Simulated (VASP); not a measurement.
SnO: single point with PBE

SnO:

```
CELL_PARAMETERS angstrom
3.10341 0.00000 0.00000
0.00000 3.10341 0.00000
0.00000 0.00000 3.10341
ATOMIC_POSITIONS crystal
Sn 0.00000 0.00000 0.00000
O 0.50000 0.50000 0.50000
```

The cell was built by a generator and needn't be a form met in nature.

| Quantity | Value |
| --- | --- |
| Program | VASP 6.6.1 |
| Task | single point |
| Functional | PBE |
| Potentials or basis | VASP PAW PBE potentials, release 64 (Sn_d, O) |
| Cutoff | 520 eV |
| k mesh | 6 × 6 × 6 |
| Occupations | gaussian, width 0.01 eV |
| Spin | no spin polarisation |
| Dipole correction | no |
| Further INCAR settings | ALGO = Normal; EDIFF = 1e-07; NBANDS = 17 |

```yaml
Pressure: 3.3 GPa
Band_gap_on_the_k_mesh: 0.20 eV, indirect (least direct gap 0.88 eV)
```

Levels at points of the mesh, in eV from the valence-band top:
| k point | band 6 | band 7 | band 8 | band 9 | band 10 | band 11 | band 12 | band 13 | band 14 | band 15 |
| --- | --- | --- | --- | --- | --- | --- | --- | --- | --- | --- |
| (0.00, 0.00, 0.00) | -17.86 | -7.24 | -2.31 | -2.31 | -2.31 | 8.31 | 8.31 | 8.39 | 8.39 | 8.39 |
| (0.50, 0.00, 0.00) | -17.14 | -8.72 | -1.55 | -1.55 | -0.83 | 0.74 | 7.49 | 7.49 | 11.30 | 11.48 |
| (0.50, 0.50, 0.00) | -16.52 | -5.32 | -5.32 | -4.51 | -1.42 | 3.74 | 3.74 | 8.94 | 10.33 | 15.37 |
| (0.50, 0.50, 0.50) | -16.44 | -3.12 | -3.12 | -3.12 | -0.97 | 0.20 | 0.20 | 0.20 | 12.72 | 12.72 |

Run time: 3.7 s on 1 thread of Intel(R) Xeon(R) 6975P-C (Granite Rapids) (shared host), peak memory 0.14 GiB.

Caveat: spin-orbit coupling is left out, which moves the levels of the heavy elements. A hybrid or GW would open this gap; PBE tends to underestimate it.
